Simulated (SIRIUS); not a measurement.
## Sr under changes of volume

One of the cells (58.906 Å³/atom); the others are scaled copies at fixed shape and fractional positions:

```xyz
1
Lattice="-2.4511 2.4511 2.4511 2.4511 -2.4511 2.4511 2.4511 2.4511 -2.4511" Properties=species:S:1:pos:R:3 pbc="T T T"
Sr    0.0000    0.0000    0.0000
```

This isn't the form of Sr at room conditions, which is fcc.

* Program: SIRIUS 7.10.0
* Functional: PBE
* Potentials or basis: PseudoDojo 0.4.1 PBE standard (scalar relativistic)
* Cutoff: 937 eV
* Density cutoff: 3749 eV
* k mesh: 8 × 8 × 8
* Occupations: fermi-dirac, width 0.05 eV
* Spin: no spin polarisation

```csv
volume (Å³/atom),energy over the lowest point (meV/atom),pressure (GPa)
54.286,0.00,-0.1
55.441,1.60,-0.3
56.596,4.87,-0.5
58.906,?,?
60.061,22.78,-1.0
61.216,30.91,-1.2
```

**Question.** What does the run at 58.906 Å³/atom give?

**Answer.** Energy over the lowest point 15.63 meV/atom; pressure -0.9 GPa.

Worked out: A Birch-Murnaghan fit of order 3 (a polynomial in V^(-2/3)) to the other rows has its minimum at 53.88 Å³/atom, just outside them, with B0 = V·E''(V) = 12.9 GPa and B' = 5.1. It gives 15.63 meV/atom at 58.906 Å³/atom, against the run's 15.63, and -dE/dV = -0.9 GPa, against -0.9.

Energies are extrapolated to zero smearing.

Caveats: the cell was measured hot, at 901 K.
